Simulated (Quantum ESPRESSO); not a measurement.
HfC:

```
Hf C
1.0
     0.00000    2.32500    2.32500
     2.32500    0.00000    2.32500
     2.32500    2.32500    0.00000
Hf C
1 1
Direct
  0.50000 0.50000 0.50000
  0.00000 0.00000 0.00000
```

- Program: Quantum ESPRESSO 7.5
- Task: phonons
- Functional: RPBE
- Potentials or basis: GBRV 1.5 PBE
- Cutoff: 612 eV
- Density cutoff: 4898 eV
- k mesh: 10 × 10 × 10
- Occupations: cold, width 0.2 eV
- Spin: no spin polarisation
- Mixing beta: 0.5
- Most SCF iterations: 120
- SCF threshold: 4e-10 Ry

The cell and the atoms were relaxed first, to 12.77 Å³/atom (a = 3.305 Å, b = 3.305 Å, c = 3.305 Å, α = 60.00°, β = 60.00°, γ = 60.00°), and the response was taken there.

Task: Which optical modes does the crystal have at the zone centre, and which show in infrared and Raman spectra?

Result: The optical modes are T1u. Infrared active: T1u. None is Raman active.

Optical modes at Γ, degenerate ones joined:
| cm⁻¹ | components | symmetry | active in |
| --- | --- | --- | --- |
| 407 | 3 | T1u | IR |

Caveat: the potentials were made for another functional, which shifts forces and pressure.
